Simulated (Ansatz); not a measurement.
**The perfect armchair graphene nanoribbon (N = 10, H edges)**

What gap, if any, does the armchair graphene nanoribbon (N = 10, H edges) have, and how does it change under strain?

Main program and level: Ansatz 0.2.0; DFT PBE, plane waves, PAW; relaxation of a wire's period, in the first sound run; inputs show where later runs differ.

Most raw output is cut from this account.

**1. The starting structure**

The cell holds 24 atoms: 20 C and 4 H. Its edges and angles: a = 19.921 Å, b = 7.000 Å, c = 4.260 Å, α = 90.0°, β = 90.0°, γ = 90.0°. Vacuum lies along a and b. The structure's axis is c.

**2. Relaxing the period**

Band widths follow the bond lengths, so the wire is relaxed first. The atoms and the third cell vector are free; the box across stays fixed as vacuum. A Fermi-Dirac smearing is set since the result may be a metal. The pressure printed is a third of the stress's trace over the whole box, vacuum included; only the stress along the axis is relaxed.

The input, input.yaml:

```yaml
crystal:
  lattice:
    - [19.921, 0.0, 0.0]
    - [0.0, 7.0, 0.0]
    - [0.0, 0.0, 4.26]
  atoms:
    - { symbol: C, position: [0.222210089, 0.5, 0.0] }
    - { symbol: C, position: [0.345673376, 0.5, 0.0] }
    - { symbol: C, position: [0.469136664, 0.5, 0.0] }
    - { symbol: C, position: [0.592599951, 0.5, 0.0] }
    - { symbol: C, position: [0.716063238, 0.5, 0.0] }
    - { symbol: C, position: [0.222210089, 0.5, 0.333333333] }
    - { symbol: C, position: [0.345673376, 0.5, 0.333333333] }
    - { symbol: C, position: [0.469136664, 0.5, 0.333333333] }
    - { symbol: C, position: [0.592599951, 0.5, 0.333333333] }
    - { symbol: C, position: [0.716063238, 0.5, 0.333333333] }
    - { symbol: H, position: [0.82431098, 0.5, 0.374413146] }
    - { symbol: H, position: [0.175693991, 0.5, 0.458920188] }
    - { symbol: C, position: [0.283941733, 0.5, 0.5] }
    - { symbol: C, position: [0.40740502, 0.5, 0.5] }
    - { symbol: C, position: [0.530868307, 0.5, 0.5] }
    - { symbol: C, position: [0.654331595, 0.5, 0.5] }
    - { symbol: C, position: [0.777794882, 0.5, 0.5] }
    - { symbol: C, position: [0.283941733, 0.5, 0.833333333] }
    - { symbol: C, position: [0.40740502, 0.5, 0.833333333] }
    - { symbol: C, position: [0.530868307, 0.5, 0.833333333] }
    - { symbol: C, position: [0.654331595, 0.5, 0.833333333] }
    - { symbol: C, position: [0.777794882, 0.5, 0.833333333] }
    - { symbol: H, position: [0.175693991, 0.5, 0.874413146] }
    - { symbol: H, position: [0.82431098, 0.5, 0.958920188] }
kpoints:
  mp_grid: { grid: [1, 1, 19] }
scf:
  occupations: { method: fermi_dirac, width: 0.05 }
hamiltonian:
  xc: pbe
relax:
  cell: { fix: [a, b, alpha, beta, gamma] }
  max_steps: 45
  f_tol: 0.03
```

Run with:

```
$ ansatz run input.yaml --threads 4 --pin off --max-ram 16384MiB --backend cpu --events-out ev --progress --plain --runs-dir out
```

The job ended after 39 s (4 threads of Arm Neoverse V1, shared host; peak memory 1.3 GiB; 2.4 min of CPU time).

Relaxation path:

| step | energy less that of the first step (eV) | largest force component (eV/Å) | pressure (GPa) | volume (Å³) |
| --- | --- | --- | --- | --- |
| 1 | 0.0000 | 2.4160 | 0.60 | 594.04 |
| 2 | -0.1991 | 0.7421 | 0.18 | 597.69 |
| 3 | -0.2162 | 0.0601 | 0.07 | 598.28 |
| 4 | -0.2163 | 0.0106 | 0.03 | 598.42 |
| 5* | -0.2210 | 0.0113 | 0.04 | 598.42 |

Relaxation steps marked * repeat the geometry before them on a plane-wave basis chosen anew for their cell, so energy and pressure can jump there.

The run keeps the 8 symmetry operations that it works with, so distortions that break them were not tested.

| cell as run | before | after | change |
| --- | --- | --- | --- |
| c (Å) | 4.260 | 4.291 | +0.7 % |

The atoms that moved most (Å, along periodic axes as changes of fractional coordinates times the final cell, across vacuum about the mean position):

| atom | dx | dy | dz | length |
| --- | --- | --- | --- | --- |
| H24 | 0.018 | 0.000 | -0.055 | 0.058 |
| H12 | -0.018 | 0.000 | -0.055 | 0.058 |
| H11 | 0.018 | 0.000 | 0.055 | 0.058 |
| H23 | -0.018 | 0.000 | 0.055 | 0.058 |
| C17 | -0.014 | 0.000 | 0.030 | 0.033 |
| C1 | 0.014 | 0.000 | 0.030 | 0.033 |
| C22 | -0.014 | 0.000 | -0.030 | 0.033 |
| C6 | 0.014 | 0.000 | -0.030 | 0.033 |

Numbers from this step:

| Item | Value |
| --- | --- |
| cell length along the wire | 4.291 Å |

The cell's length comes to 4.291 Å with spin left out.

**3. The perfect wire**

This step: DFT PBE, plane waves, PAW; bands of a perfect wire (Ansatz 0.2.0).

At the relaxed period the bands are computed along the axis; those that cross an energy going forward count the channels that a perfect wire would open there.

The input, input.yaml:

```yaml
crystal:
  lattice:
    - [19.921, 0.0, 0.0]
    - [0.0, 7.0, 0.0]
    - [0.0, 0.0, 4.2913525126]
  atoms:
    - { symbol: C, position: [0.222892003, 0.5, 0.007047018] }
    - { symbol: C, position: [0.345135759, 0.5, 0.999836855] }
    - { symbol: C, position: [0.469138547, 0.5, 0.999857586] }
    - { symbol: C, position: [0.592746867, 0.5, 0.000912269] }
    - { symbol: C, position: [0.71660699, 0.5, 0.999051697] }
    - { symbol: C, position: [0.222892003, 0.5, 0.326286315] }
    - { symbol: C, position: [0.345135759, 0.5, 0.333496479] }
    - { symbol: C, position: [0.469138547, 0.5, 0.333475748] }
    - { symbol: C, position: [0.592746867, 0.5, 0.332421064] }
    - { symbol: C, position: [0.71660699, 0.5, 0.334281637] }
    - { symbol: H, position: [0.825210445, 0.5, 0.387212705] }
    - { symbol: H, position: [0.174789555, 0.5, 0.446120629] }
    - { symbol: C, position: [0.28339301, 0.5, 0.499051697] }
    - { symbol: C, position: [0.407253133, 0.5, 0.500912269] }
    - { symbol: C, position: [0.530861453, 0.5, 0.499857586] }
    - { symbol: C, position: [0.654864241, 0.5, 0.499836855] }
    - { symbol: C, position: [0.777107997, 0.5, 0.507047018] }
    - { symbol: C, position: [0.28339301, 0.5, 0.834281637] }
    - { symbol: C, position: [0.407253133, 0.5, 0.832421064] }
    - { symbol: C, position: [0.530861453, 0.5, 0.833475748] }
    - { symbol: C, position: [0.654864241, 0.5, 0.833496479] }
    - { symbol: C, position: [0.777107997, 0.5, 0.826286315] }
    - { symbol: H, position: [0.174789555, 0.5, 0.887212705] }
    - { symbol: H, position: [0.825210445, 0.5, 0.946120629] }
kpoints:
  mp_grid: { grid: [1, 1, 19] }
  band_path: { path: ["Γ", Z], npoints: 90 }
scf:
  occupations: { method: fermi_dirac, width: 0.05 }
hamiltonian:
  xc: pbe
output:
  dos: { e_range: [-5, 4] }
  write_potential: true
  write_density: true
  volumetric_format: npy
```

It took 52 s on 4 threads; peak memory 2.1 GiB; 3.4 min of CPU time.

This step gave:

```
band gap : 1.121 eV
```

Electronic bands along the path, in eV, zero at the Fermi level; v1 is the highest filled band, c1 the lowest empty one:

| point | v4 | v3 | v2 | v1 | c1 | c2 | c3 | c4 |
| --- | --- | --- | --- | --- | --- | --- | --- | --- |
| Γ | -2.02 | -1.61 | -0.72 | -0.56 | 0.56 | 0.68 | 1.37 | 1.64 |
| halfway | -3.16 | -2.51 | -2.07 | -1.82 | 1.63 | 1.79 | 2.51 | 3.09 |
| Z | -3.41 | -3.41 | -2.55 | -2.55 | 1.98 | 1.98 | 3.16 | 3.16 |

The gap is 1.12 eV, with spin left out.

On this path the gap is direct, 1.12 eV, with the valence top at Γ and the conduction bottom at Γ.

**4. Strain along the wire, period over the relaxed period 0.96, k-mesh 1×1×15**

This step: DFT PBE, plane waves, PAW; relaxation at a fixed period (Ansatz 0.2.0).

The period is set to 0.96 times the relaxed one and the atoms relax within it: strain changes bond lengths and angles, which shifts the bands against each other. Against the first PBE run of this kind, the mesh along the wire has 15 points against 19.

The cell differs from the one that the last finished run ended in (c 4.291 → 4.120 Å).

Edit input.yaml of step 3 so:

```diff
@@ -4,3 +4,3 @@
     - [0.0, 7.0, 0.0]
-    - [0.0, 0.0, 4.2913525126]
+    - [0.0, 0.0, 4.1196984121]
   atoms:
@@ -31,3 +31,3 @@
 kpoints:
-  mp_grid: { grid: [1, 1, 19] }
+  mp_grid: { grid: [1, 1, 15] }
   band_path: { path: ["Γ", Z], npoints: 90 }
@@ -37,6 +37,6 @@
   xc: pbe
+relax:
+  max_steps: 40
+  f_tol: 0.02
 output:
-  dos: { e_range: [-5, 4] }
-  write_potential: true
-  write_density: true
-  volumetric_format: npy
+  stress: true
```

Run time: 61 s. Hardware: 4 threads; peak memory 2.1 GiB; 3.9 min of CPU time.

The steps of the relaxation:

| step | energy less that of the first step (eV) | largest force component (eV/Å) |
| --- | --- | --- |
| 1 | 0.0000 | 1.7687 |
| 2 | -0.1416 | 0.4445 |
| 3 | -0.1608 | 0.0772 |
| 4 | -0.1611 | 0.0235 |
| 5 | -0.1612 | 0.0006 |

Forces are held to the 8 operations that the run works with; a distortion that breaks them can't arise in this run.

The atoms that moved most (Å):

| atom | dx | dy | dz | length |
| --- | --- | --- | --- | --- |
| H11 | 0.041 | 0.000 | -0.049 | 0.064 |
| H23 | -0.041 | 0.000 | -0.049 | 0.064 |
| H24 | 0.041 | 0.000 | 0.049 | 0.064 |
| H12 | -0.041 | 0.000 | 0.049 | 0.064 |
| C6 | -0.052 | 0.000 | 0.016 | 0.055 |
| C22 | 0.052 | 0.000 | 0.016 | 0.055 |
| C1 | -0.052 | 0.000 | -0.016 | 0.055 |
| C17 | 0.052 | 0.000 | -0.016 | 0.055 |

Final coordinates:

```xyz
24
Lattice="19.9210 0.0000 0.0000 0.0000 7.0000 0.0000 0.0000 0.0000 4.1197" Properties=species:S:1:pos:R:3
C     4.3878    3.5000    0.0128
C     6.8514    3.5000    4.1123
C     9.3414    3.5000    4.1126
C    11.8226    3.5000   -0.0032
C    14.3076    3.5000    4.1085
C     4.3878    3.5000    1.3604
C     6.8514    3.5000    1.3807
C     9.3414    3.5000    1.3803
C    11.8226    3.5000    1.3765
C    14.3076    3.5000    1.3845
H    16.4798    3.5000    1.5465
H     3.4412    3.5000    1.8866
C     5.6134    3.5000    2.0486
C     8.0984    3.5000    2.0566
C    10.5796    3.5000    2.0528
C    13.0696    3.5000    2.0524
C    15.5332    3.5000    2.0727
C     5.6134    3.5000    3.4443
C     8.0984    3.5000    3.4363
C    10.5796    3.5000    3.4401
C    13.0696    3.5000    3.4405
C    15.5332    3.5000    3.4203
H     3.4412    3.5000    3.6064
H    16.4798    3.5000    3.9464
```

Numbers from this step:

```
band gap : 1.034 eV
```

Electronic bands along the path, in eV, zero at the Fermi level; v1 is the highest filled band, c1 the lowest empty one:

| point | v4 | v3 | v2 | v1 | c1 | c2 | c3 | c4 |
| --- | --- | --- | --- | --- | --- | --- | --- | --- |
| Γ | -1.94 | -1.40 | -0.83 | -0.52 | 0.52 | 0.76 | 1.34 | 1.70 |
| halfway | -3.23 | -2.57 | -2.36 | -1.98 | 1.58 | 1.80 | 2.50 | 2.98 |
| Z | -3.64 | -3.64 | -2.81 | -2.81 | 1.88 | 1.88 | 3.07 | 3.07 |

The gap is 1.03 eV, against 1.12 eV under PBE at the relaxed period.

**5. At a strained period, period over the relaxed period 0.98, k-mesh 1×1×15**

The period is set to 0.98 times the relaxed one and the atoms relax within it: strain changes bond lengths and angles, which shifts the bands against each other. Against the first PBE run of this kind, the mesh along the wire has 15 points against 19.

The cell differs from the one that the last finished run ended in (c 4.120 → 4.206 Å).

Edit input.yaml of step 4 so:

```diff
@@ -4,3 +4,3 @@
     - [0.0, 7.0, 0.0]
-    - [0.0, 0.0, 4.1196984121]
+    - [0.0, 0.0, 4.2055254623]
   atoms:
```

Elapsed: 57 s, on 4 threads; peak memory 2.2 GiB.

Step by step:

| step | energy less that of the first step (eV) | largest force component (eV/Å) |
| --- | --- | --- |
| 1 | 0.0000 | 0.7758 |
| 2 | -0.0318 | 0.2038 |
| 3 | -0.0358 | 0.0354 |
| 4 | -0.0359 | 0.0015 |

Forces are held to the 8 operations that the run works with; a distortion that breaks them can't arise in this run.

The atoms that moved most (Å):

| atom | dx | dy | dz | length |
| --- | --- | --- | --- | --- |
| H11 | 0.018 | 0.000 | -0.026 | 0.032 |
| H23 | -0.018 | 0.000 | -0.026 | 0.032 |
| H24 | 0.018 | 0.000 | 0.026 | 0.032 |
| H12 | -0.018 | 0.000 | 0.026 | 0.032 |
| C6 | -0.025 | 0.000 | 0.008 | 0.026 |
| C22 | 0.025 | 0.000 | 0.008 | 0.026 |
| C1 | -0.025 | 0.000 | -0.008 | 0.026 |
| C17 | 0.025 | 0.000 | -0.008 | 0.026 |

Final coordinates:

```xyz
24
Lattice="19.9210 0.0000 0.0000 0.0000 7.0000 0.0000 0.0000 0.0000 4.2055" Properties=species:S:1:pos:R:3
C     4.4152    3.5000    0.0215
C     6.8642    3.5000    4.2019
C     9.3438    3.5000    4.2020
C    11.8149    3.5000    0.0008
C    14.2903    3.5000    4.1982
C     4.4152    3.5000    1.3804
C     6.8642    3.5000    1.4055
C     9.3438    3.5000    1.4053
C    11.8149    3.5000    1.4010
C    14.2903    3.5000    1.4092
H    16.4575    3.5000    1.6022
H     3.4635    3.5000    1.9024
C     5.6307    3.5000    2.0954
C     8.1061    3.5000    2.1036
C    10.5772    3.5000    2.0993
C    13.0568    3.5000    2.0991
C    15.5058    3.5000    2.1242
C     5.6307    3.5000    3.5120
C     8.1061    3.5000    3.5038
C    10.5772    3.5000    3.5081
C    13.0568    3.5000    3.5083
C    15.5058    3.5000    3.4831
H     3.4635    3.5000    3.7050
H    16.4575    3.5000    4.0051
```

The electronic bands at the labelled points (eV, zero at the Fermi level; v1 is the highest filled band, c1 the lowest empty one):

| point | v4 | v3 | v2 | v1 | c1 | c2 | c3 | c4 |
| --- | --- | --- | --- | --- | --- | --- | --- | --- |
| Γ | -2.05 | -1.49 | -0.68 | -0.61 | 0.61 | 0.67 | 1.37 | 1.68 |
| halfway | -3.20 | -2.53 | -2.20 | -1.89 | 1.62 | 1.81 | 2.52 | 3.08 |
| Z | -3.51 | -3.51 | -2.67 | -2.67 | 1.95 | 1.95 | 3.13 | 3.13 |

The gap is 1.22 eV, against 1.12 eV under PBE at the relaxed period.

**6. At a strained period, period over the relaxed period 1.02, k-mesh 1×1×14**

The period is set to 1.02 times the relaxed one and the atoms relax within it: strain changes bond lengths and angles, which shifts the bands against each other. Against the first PBE run of this kind, the mesh along the wire has 14 points against 19.

The cell differs from the one that the last finished run ended in (c 4.206 → 4.377 Å).

Edit input.yaml of step 5 so:

```diff
@@ -4,3 +4,3 @@
     - [0.0, 7.0, 0.0]
-    - [0.0, 0.0, 4.2055254623]
+    - [0.0, 0.0, 4.3771795629]
   atoms:
@@ -31,3 +31,3 @@
 kpoints:
-  mp_grid: { grid: [1, 1, 15] }
+  mp_grid: { grid: [1, 1, 14] }
   band_path: { path: ["Γ", Z], npoints: 90 }
```

Wall time 58 s (4 threads); peak memory 2.2 GiB.

Step by step:

| step | energy less that of the first step (eV) | largest force component (eV/Å) |
| --- | --- | --- |
| 1 | 0.0000 | 0.6107 |
| 2 | -0.0254 | 0.1920 |
| 3 | -0.0280 | 0.0346 |
| 4 | -0.0280 | 0.0144 |

Forces are held to the 8 operations that the run works with; a distortion that breaks them can't arise in this run.

The atoms that moved most (Å):

| atom | dx | dy | dz | length |
| --- | --- | --- | --- | --- |
| H24 | -0.016 | 0.000 | -0.028 | 0.032 |
| H12 | 0.016 | 0.000 | -0.028 | 0.032 |
| H23 | 0.016 | 0.000 | 0.028 | 0.032 |
| H11 | -0.016 | 0.000 | 0.028 | 0.032 |
| C17 | -0.022 | 0.000 | 0.008 | 0.024 |
| C1 | 0.022 | 0.000 | 0.008 | 0.024 |
| C22 | -0.022 | 0.000 | -0.008 | 0.024 |
| C6 | 0.022 | 0.000 | -0.008 | 0.024 |

The relaxed structure:

```xyz
24
Lattice="19.9210 0.0000 0.0000 0.0000 7.0000 0.0000 0.0000 0.0000 4.3772" Properties=species:S:1:pos:R:3
C     4.4627    3.5000    0.0392
C     6.8851    3.5000    4.3783
C     9.3474    3.5000    4.3783
C    11.8022    3.5000    0.0062
C    14.2630    3.5000    4.3753
C     4.4627    3.5000    1.4199
C     6.8851    3.5000    1.4579
C     9.3474    3.5000    1.4579
C    11.8022    3.5000    1.4529
C    14.2630    3.5000    1.4610
H    16.4231    3.5000    1.7228
H     3.4979    3.5000    1.9249
C     5.6580    3.5000    2.1867
C     8.1188    3.5000    2.1948
C    10.5736    3.5000    2.1897
C    13.0359    3.5000    2.1897
C    15.4583    3.5000    2.2278
C     5.6580    3.5000    3.6495
C     8.1188    3.5000    3.6415
C    10.5736    3.5000    3.6465
C    13.0359    3.5000    3.6465
C    15.4583    3.5000    3.6084
H     3.4979    3.5000    3.9114
H    16.4231    3.5000    4.1135
```

The gap is 0.899 eV, against 1.12 eV under PBE at the relaxed period.

**7. At a strained period, period over the relaxed period 1.04, k-mesh 1×1×14**

The period is set to 1.04 times the relaxed one and the atoms relax within it: strain changes bond lengths and angles, which shifts the bands against each other. Against the first PBE run of this kind, the mesh along the wire has 14 points against 19.

The cell differs from the one that the last finished run ended in (c 4.377 → 4.463 Å).

Edit input.yaml of step 6 so:

```diff
@@ -4,3 +4,3 @@
     - [0.0, 7.0, 0.0]
-    - [0.0, 0.0, 4.3771795629]
+    - [0.0, 0.0, 4.4630066131]
   atoms:
```

Run time: 62 s. Hardware: 4 threads; peak memory 2.3 GiB; 4 min of CPU time.

The steps of the relaxation:

| step | energy less that of the first step (eV) | largest force component (eV/Å) |
| --- | --- | --- |
| 1 | 0.0000 | 1.0494 |
| 2 | -0.0926 | 0.3532 |
| 3 | -0.1015 | 0.0635 |
| 4 | -0.1016 | 0.0139 |

The run keeps the 8 symmetry operations that it works with, so distortions that break them were not tested.

The atoms that moved most (Å):

| atom | dx | dy | dz | length |
| --- | --- | --- | --- | --- |
| H24 | -0.030 | 0.000 | -0.057 | 0.065 |
| H12 | 0.030 | 0.000 | -0.057 | 0.065 |
| H23 | 0.030 | 0.000 | 0.057 | 0.065 |
| H11 | -0.030 | 0.000 | 0.057 | 0.065 |
| C1 | 0.043 | 0.000 | 0.017 | 0.047 |
| C17 | -0.043 | 0.000 | 0.017 | 0.047 |
| C6 | 0.043 | 0.000 | -0.017 | 0.047 |
| C22 | -0.043 | 0.000 | -0.017 | 0.047 |

The relaxed structure:

```xyz
24
Lattice="19.9210 0.0000 0.0000 0.0000 7.0000 0.0000 0.0000 0.0000 4.4630" Properties=species:S:1:pos:R:3
C     4.4837    3.5000    0.0483
C     6.8937    3.5000    4.4649
C     9.3486    3.5000    4.4650
C    11.7970    3.5000    0.0073
C    14.2525    3.5000    4.4622
C     4.4837    3.5000    1.4393
C     6.8937    3.5000    1.4858
C     9.3486    3.5000    1.4857
C    11.7970    3.5000    1.4804
C    14.2525    3.5000    1.4885
H    16.4089    3.5000    1.7854
H     3.5121    3.5000    1.9338
C     5.6685    3.5000    2.2307
C     8.1240    3.5000    2.2388
C    10.5724    3.5000    2.2335
C    13.0273    3.5000    2.2334
C    15.4373    3.5000    2.2798
C     5.6685    3.5000    3.7200
C     8.1240    3.5000    3.7119
C    10.5724    3.5000    3.7172
C    13.0273    3.5000    3.7173
C    15.4373    3.5000    3.6708
H     3.5121    3.5000    4.0169
H    16.4089    3.5000    4.1653
```

The gap is 0.677 eV, against 1.12 eV under PBE at the relaxed period.

**8. At a strained period, period over the relaxed period 1.06, k-mesh 1×1×14**

The period is set to 1.06 times the relaxed one and the atoms relax within it: strain changes bond lengths and angles, which shifts the bands against each other. Against the first PBE run of this kind, the mesh along the wire has 14 points against 19.

The cell differs from the one that the last finished run ended in (c 4.463 → 4.549 Å).

Edit input.yaml of step 7 so:

```diff
@@ -4,3 +4,3 @@
     - [0.0, 7.0, 0.0]
-    - [0.0, 0.0, 4.4630066131]
+    - [0.0, 0.0, 4.5488336634]
   atoms:
```

The job ended after 74 s (4 threads; peak memory 2.3 GiB; 4.8 min of CPU time).

The electronic bands at the labelled points (eV, zero at the Fermi level; v1 is the highest filled band, c1 the lowest empty one):

| point | v4 | v3 | v2 | v1 | c1 | c2 | c3 | c4 |
| --- | --- | --- | --- | --- | --- | --- | --- | --- |
| Γ | -1.97 | -1.62 | -1.07 | -0.23 | 0.23 | 0.87 | 1.42 | 1.60 |
| halfway | -2.83 | -2.49 | -1.72 | -1.66 | 1.60 | 1.67 | 2.44 | 2.93 |
| Z | -3.14 | -3.14 | -2.21 | -2.21 | 1.99 | 1.99 | 3.16 | 3.16 |

The gap is 0.453 eV, against 1.12 eV under PBE at the relaxed period.

**9. Comparing the runs**

Times are for 4 threads of Arm Neoverse V1, shared host. Results by setting:

| no. | period over the relaxed period | k-mesh | free energy less the lowest (eV) | pressure (GPa) | band gap (eV) | time | memory (GiB) |
| --- | --- | --- | --- | --- | --- | --- | --- |
| 1 | 0.96 | 1×1×15 | 0.6949 | 4.175 | 1.034 | 61 s | 2.1 |
| 2 | 0.98 | 1×1×15 | 0.01472 | 2.012 | 1.223 | 57 s | 2.2 |
| 3 | 1.02 | 1×1×14 | 0 | -1.745 | 0.8993 | 58 s | 2.2 |
| 4 | 1.04 | 1×1×14 | 0.5810 | -3.333 | 0.6775 | 62 s | 2.3 |
| 5 | 1.06 | 1×1×14 | 1.498 | -4.737 | 0.4530 | 74 s | 2.3 |

**10. Results**

| Property | Result |
| --- | --- |
| cell length, PBE | 4.291 Å |
| gap, PBE | 1.12 eV |
| gap, period scaled by 0.96 | 1.03 eV |
| gap, period scaled by 0.98 | 1.22 eV |
| gap, period scaled by 1.02 | 0.899 eV |
| gap, period scaled by 1.04 | 0.677 eV |
| gap, period scaled by 1.06 | 0.453 eV |

What this shows: Under PBE the cell's length is 4.29 Å, and a gap of 1.12 eV makes it a semiconductor. Strain matters: under PBE the gap goes from 1.12 eV to 1.03 eV at 0.96 times the period, 1.22 eV at 0.98 times the period, 0.899 eV at 1.02 times the period, 0.677 eV at 1.04 times the period and 0.453 eV at 1.06 times the period.

[Logs are printed without paths, hosts, clocks, repeated set-up lines and the standing remarks that a program may print on its own settings, such as how far it seeks lower states.]

[Hosts, paths, dates, database ids (printed as entryN), source tags and the programs' standing remarks are cut or masked in the printed files.]
